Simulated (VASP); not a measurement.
# GaSb (F-43m) in VASP: settings compared, part 2 of 2

VASP 6.6.1. The steps go on from the part before.

## Step 5: Relaxation of cell and atoms, PBE, target pressure 5 GPa, at which the enthalpy is minimised

File INCAR:

```
PREC = Accurate ; ENCUT = 600
EDIFF = 1E-7 ; ISMEAR = -1
SIGMA = 0.05 ; LREAL = F
LASPH = T ; NELM = 80
ALGO = Normal ; ISIF = 3
LWAVE = F ; LCHARG = F
GGA = PE ; IBRION = 2
NSW = 60 ; EDIFFG = -0.02
PSTRESS = 50
```

File KPOINTS:

```
regular mesh
0
Gamma
  8 8 8
```

File POSCAR:

```
GaSb
1.0
    0.0000000000      3.0590000000      3.0590000000
    3.0590000000      0.0000000000      3.0590000000
    3.0590000000      3.0590000000      0.0000000000
Sb Ga
1 1
Direct
    0.7500000000      0.7500000000      0.7500000000
    0.0000000000      0.0000000000      0.0000000000
```

Potentials or basis: VASP PAW PBE potentials, release 64 (Sb, Ga_d).

Command:

```
> cat potpaw_PBE.64/Sb/POTCAR potpaw_PBE.64/Ga_d/POTCAR > POTCAR
> mpirun -np 1 vasp_std > vasp.out
```

OUTCAR:

```text
PREC = Accurate
   ENCUT = 600
   EDIFF = 1E-7
   ISMEAR = -1
   LREAL = F
   LASPH = T
   NELM = 80
   ISIF = 3
   GGA = PE
   IBRION = 2
   NSW = 60
   EDIFFG = -0.02
   PSTRESS = 50

 ion  position               nearest neighbor table
   1  0.750  0.750  0.750-   2 2.65   2 2.65   2 2.65   2 2.65
   2  0.000  0.000  0.000-   1 2.65   1 2.65   1 2.65   1 2.65

  LATTYP: Found a face centered cubic cell.
 ALAT       =     6.1180000000

  Lattice vectors:

 A1 = (   0.0000000000,   3.0590000000,   3.0590000000)
 A2 = (   3.0590000000,   0.0000000000,   3.0590000000)
 A3 = (   3.0590000000,   3.0590000000,   0.0000000000)

Analysis of symmetry for initial positions (statically):
=====================================================================
 Subroutine PRICEL returns:
[... 261 lines left out ...]
 val. band max:        5.3198533412   @ k =   0.0000   0.0000   0.0000
 cond. band min:       5.6658881012   @ k =   0.0000   0.0000   0.0000
 fundamental gap:      0.3460347600
 Fermi energy:         5.5158873449

 k-point     1 :       0.0000    0.0000    0.0000
  band No.  band energies     occupation
      1      -9.8082      2.00000
      2      -9.8082      2.00000
      3      -9.8082      2.00000
      4      -9.7516      2.00000
      5      -9.7516      2.00000
      6      -6.4631      2.00000
      7       5.3199      1.96112
      8       5.3199      1.96112
      9       5.3199      1.96112
     10       5.6659      0.09485
     11       8.0804      0.00000
     12       8.0804      0.00000
     13       8.0804      0.00000
[... 354 lines left out ...]
  band No.  band energies     occupation
      1      -9.8469      2.00000
      2      -9.7922      2.00000
      3      -9.7887      2.00000
      4      -9.7553      2.00000
      5      -9.7515      2.00000
      6      -4.3483      2.00000
      7      -1.2130      2.00000
      8       2.0578      2.00000
      9       3.3036      2.00000
     10       7.7230      0.00000
     11       8.7266      0.00000
     12      10.8166      0.00000
     13      11.8833      0.00000

 [... further k-points ...]
[... 5 lines left out ...]
  --------------------------------------------------------------------------------------
  -------------------------------------------------------------------------------------
  Total        1.7180270      1.7180270      1.7180270     -0.0000000      0.0000000      0.0000000
  in kB       50.1829729     50.1829729     50.1829729     -0.0000000      0.0000000      0.0000000
  external PRESSURE =       0.1829729 kB  Pullay stress =      50.0000000 kB
[... 21 lines left out ...]
  energy  without entropy=       -7.2913915750  energy(sigma->0) =       -7.29144923

  enthalpy is  TOTEN    =        -5.5797440429 eV   P V=        1.7117628430

 reached required accuracy - stopping structural energy minimisation
```

CONTCAR:

```text
GaSb
   1.00000000000000
     0.0000000000000000    3.0156763199268588    3.0156763199268588
     3.0156763199268588   -0.0000000000000000    3.0156763199268588
     3.0156763199268588    3.0156763199268588    0.0000000000000000
  Sb              Ga
     1     1
Direct
     0.7500000000000000    0.7500000000000000    0.7500000000000000
     0.0000000000000000    0.0000000000000000    0.0000000000000000

  0.00000000E+00  0.00000000E+00  0.00000000E+00
  0.00000000E+00  0.00000000E+00  0.00000000E+00
```

Run time: 96 s. Hardware: 1 thread of AMD EPYC 7R13 (Zen 3), shared host; peak memory 0.19 GiB.

Results:

```
Free energy                                            : -7.2915 eV
Relaxed volume                                         : 27.43 Å³/atom
Relaxed cell                                           : a = 4.265 Å, b = 4.265 Å, c = 4.265 Å, α = 60.00°, β = 60.00°, γ = 60.00°
Space group after relaxing (to 0.05 Å)                 : F-43m (No. 216)
Energy change on relaxing (the enthalpy is what falls) : +27.3 meV/atom
Ionic steps                                            : 3
Pressure after relaxing                                : 5.0 GPa
Band gap on the k mesh                                 : 0.35 eV, direct
```

Step by step:
```csv
step,energy change (eV),largest force (eV/Å),pressure (GPa),volume (Å³)
1,0.0000,0.0000,2.40,57.25
2,0.1044,0.0000,6.80,53.49
3,0.0545,0.0000,5.02,54.85
```

Final structure:
```cif
data_structure
_symmetry_space_group_name_H-M 'P 1'
_symmetry_Int_Tables_number 1
_cell_length_a 4.2648
_cell_length_b 4.2648
_cell_length_c 4.2648
_cell_angle_alpha 60.000
_cell_angle_beta 60.000
_cell_angle_gamma 60.000
_cell_volume 54.85
loop_
_atom_site_label
_atom_site_type_symbol
_atom_site_fract_x
_atom_site_fract_y
_atom_site_fract_z
_atom_site_occupancy
Sb1 Sb 0.75000 0.75000 0.75000 1
Ga1 Ga 0.00000 0.00000 0.00000 1
```

Caveat: the cell is relaxed towards a set pressure, so the enthalpy falls and the energy may rise; spin-orbit coupling is left out, which moves the levels of the heavy elements.

## Step 6: Relaxation of cell and atoms, PBE, target pressure 10 GPa, at which the enthalpy is minimised

INCAR: that of step 5 with these lines changed.

```diff
@@ -8,2 +8,2 @@
 NSW = 60 ; EDIFFG = -0.02
-PSTRESS = 50
+PSTRESS = 100
```

KPOINTS is that of step 5.

POSCAR is that of step 5.

Potentials or basis: VASP PAW PBE potentials, release 64 (Sb, Ga_d).

Command:

```
> cat potpaw_PBE.64/Sb/POTCAR potpaw_PBE.64/Ga_d/POTCAR > POTCAR
> mpirun -np 1 vasp_std > vasp.out
```

It took 1.8 min on 1 thread of AMD EPYC 7R13 (Zen 3), shared host; peak memory 0.19 GiB.

It converged, with:

| Property | Result |
| --- | --- |
| Free energy | -7.1329 eV |
| Relaxed volume | 25.70 Å³/atom |
| Relaxed cell | a = 4.174 Å, b = 4.174 Å, c = 4.174 Å, α = 60.00°, β = 60.00°, γ = 60.00° |
| Space group after relaxing (to 0.05 Å) | F-43m (No. 216) |
| Energy change on relaxing (the enthalpy is what falls) | +106.6 meV/atom |
| Ionic steps | 4 |
| Pressure after relaxing | 10.1 GPa |
| Band gap on the k mesh | 0.64 eV, indirect (least direct gap 0.84 eV) |

The path:
```tsv
step	energy change (eV)	largest force (eV/Å)	pressure (GPa)	volume (Å³)
1	0.0000	0.0000	2.40	57.25
2	0.6461	0.0000	20.35	46.72
3	0.2063	0.0000	9.87	51.52
4	0.2131	0.0000	10.07	51.41
```

Final structure:
```yaml
crystal:
  lattice:
    - [0.00000, 2.95122, 2.95122]
    - [2.95122, 0.00000, 2.95122]
    - [2.95122, 2.95122, 0.00000]
  atoms:
    - { symbol: Sb, position: [0.75000, 0.75000, 0.75000] }
    - { symbol: Ga, position: [0.00000, 0.00000, 0.00000] }
```

Levels at points of the mesh, in eV from the valence-band top:
| k point | band 7 | band 8 | band 9 | band 10 | band 11 | band 12 |
| --- | --- | --- | --- | --- | --- | --- |
| (0.00, 0.00, 0.00) | 0.00 | 0.00 | 0.00 | 0.84 | 2.73 | 2.73 |
| (0.50, 0.00, 0.00) | -6.95 | -1.34 | -1.34 | 0.64 | 3.73 | 3.73 |
| (0.50, 0.50, 0.00) | -7.35 | -2.98 | -2.98 | 0.76 | 1.03 | 9.40 |

Caveat: the cell is relaxed towards a set pressure, so the enthalpy falls and the energy may rise; spin-orbit coupling is left out, which moves the levels of the heavy elements. A k mesh can miss the band edges.

## Step 7: Overview

| task | level | spin | cell | k mesh | cutoff (eV) | smearing | target pressure | gap on the mesh (eV) | pressure (GPa) |
| --- | --- | --- | --- | --- | --- | --- | --- | --- | --- |
| relaxation of cell and atoms | revPBE+D4 | off | relaxed | 8 × 8 × 8 | 600 | fermi-dirac 0.05 eV | - | 0.19 | 0.0 |
| single point | PBE | SOC, no magnetisation | as given | 9 × 9 × 9 | 750 | gaussian 0.02 eV | - | - | 2.5 |
| relaxation of cell and atoms | PBE | off | relaxed to 2 GPa | 8 × 8 × 8 | 600 | fermi-dirac 0.05 eV | 2 GPa | none | 2.0 |
| relaxation of cell and atoms | PBE | off | relaxed to 5 GPa | 8 × 8 × 8 | 600 | fermi-dirac 0.05 eV | 5 GPa | 0.35 | 5.0 |
| relaxation of cell and atoms | PBE | off | relaxed to 10 GPa | 8 × 8 × 8 | 600 | fermi-dirac 0.05 eV | 10 GPa | 0.64 | 10.1 |

Alike in all rows: potentials or basis VASP PAW PBE potentials, release 64 (Sb, Ga_d).

Caveats: spin-orbit coupling is left out, which moves the levels of the heavy elements (some runs); the cell is relaxed towards a set pressure, so the enthalpy falls and the energy may rise (some runs); the PAW data sets were made with another functional, which shifts forces and pressure a little (some runs).

Total energies depend on the potentials used, so only differences within one code and one set of settings carry meaning.
